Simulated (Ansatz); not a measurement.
**TiO2 (P4_2/mnm), clamped-ion strain scan**

These are results of DFT PBE, scalar-relativistic, plane waves, PAW (Ansatz), not measurements. The runs took a 420 eV cutoff, a Γ-centred 6×6×10 mesh and Gaussian smearing (0.05 eV). No spin polarisation. Energies are free energies at this smearing, counted from the undisturbed cell; pressure is positive in compression.

The starting cell (relaxed at this level):

```
CELL_PARAMETERS angstrom
4.64306 0.00000 0.00000
0.00000 4.64306 0.00000
0.00000 0.00000 2.96402
ATOMIC_POSITIONS crystal
Ti 0.00000 0.00000 0.00000
Ti 0.50000 0.50000 0.50000
O 0.30511 0.30511 0.00000
O 0.19489 0.80511 0.50000
O 0.69489 0.69489 0.00000
O 0.80511 0.19489 0.50000
```

The cell is strained by ε times the Voigt pattern (0, 0, 0, 0, 0, 1) (xx, yy, zz, yz, xz, xy; engineering shear) with fractional coordinates fixed.

| ε | ΔE (meV/atom) | stress summed along the pattern (GPa, tension positive) | pressure (GPa) | gap on the mesh (eV) |
| --- | --- | --- | --- | --- |
| -0.0200 | 2.8 | -4.24 | 0.1 | 1.86 |
| -0.0100 | 0.7 | -2.12 | 0.0 | 1.86 |
| 0.0000 | 0.0 | 0.00 | 0.0 | 1.86 |
| 0.0025 | 0.0 | 0.53 | 0.0 | 1.86 |
| 0.0050 | ? | ? | 0.0 | 1.86 |
| 0.0075 | 0.4 | 1.59 | 0.0 | 1.86 |
| 0.0125 | 1.1 | 2.65 | 0.1 | 1.86 |
| 0.0150 | 1.6 | ? | 0.1 | 1.86 |
| 0.0175 | 2.1 | 3.71 | 0.1 | 1.86 |

By symmetry 0.0200 repeats -0.0200, -0.0150 repeats 0.0150, 0.0100 repeats -0.0100, -0.0050 repeats 0.0050 in energy; the slope of the energy along the path changes sign there.

(1) Give the withheld values.

## Answers

(1) ΔE (meV/atom) at ε = 0.0050: 0.2; stress summed along the pattern (GPa, tension positive) at ε = 0.0050: 1.06; stress summed along the pattern (GPa, tension positive) at ε = 0.0150: 3.18.

Cost: 9 runs of about 1.3 core-minutes in all, on AMD EPYC 7R43 (Zen 3) (shared hosts).